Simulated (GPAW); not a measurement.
Write an ASE script for GPAW 26.7.0 that does the following.

```
Task                : single point
Functional          : PBE
Potentials or basis : GPAW PAW data sets (gpaw-data 1.2.1)
Cutoff              : 600 eV
Basis               : pw
k mesh              : 11 × 11 × 6
Occupations         : fermi-dirac, width 0.05 eV
Spin                : no spin polarisation
Maxiter             : 150
```

The structure of Ru lies in Ru.xyz:

```xyz
2
Lattice="2.7058000000 0.0000000000 0.0000000000 -1.3529000000 2.3432915376 0.0000000000 0.0000000000 0.0000000000 4.2819000000" Properties=species:S:1:pos:R:3 pbc="T T T"
Ru     1.3529000001      0.7810971791      3.2114250000
Ru    -0.0000000001      1.5621943585      1.0704750000
```

These files were run (other wordings do the same):

run.py

```python
from ase.dft.bandgap import bandgap
from ase.io import read, write
from ase.units import Bohr, GPa
from gpaw import GPAW, PW
from gpaw.elf import elf_from_dft_calculation

atoms = read('Ru.xyz')

calc = GPAW(mode=PW(600),
            xc='PBE',
            kpts={'size': (11, 11, 6), 'gamma': True},
            occupations={'name': 'fermi-dirac', 'width': 0.05},
            nbands=29,
            convergence={'density': 1e-05, 'energy': 1e-05},
            maxiter=150,
            txt='gpaw.txt')
atoms.calc = calc
energy = atoms.get_potential_energy()
forces = atoms.get_forces()
stress = atoms.get_stress()
calc.write('gs.gpw')
write('result.traj', atoms)
print(f'Energy: {energy:.6f} eV')
print('Forces (eV/A):')
print(forces.round(4))
print('Stress (GPa):', (stress / GPa).round(3))
print('Fermi level:', round(calc.get_fermi_level(), 4), 'eV')
print(f'Gap: {bandgap(calc)[0]:.4f} eV, direct: {bandgap(calc, direct=True)[0]:.4f} eV')

# fields on the real-space grid
write('density.cube', atoms, data=calc.get_pseudo_density() * Bohr**3)
write('potential.cube', atoms, data=calc.get_electrostatic_potential())
write('elf.cube', atoms, data=elf_from_dft_calculation(calc).data)
```

Potentials or basis: GPAW PAW data sets (gpaw-data 1.2.1), pw.

The run is started by

```sh
$ OMP_NUM_THREADS=1 python run.py
```

Results of the run:

```
Pressure               : 3.7 GPa
Band gap on the k mesh : none (metal or under the smearing width)
```

It took 13 s on 1 thread of AMD EPYC 9R45 96-Core Processor (Zen 5) (shared host), peak memory 0.18 GiB.
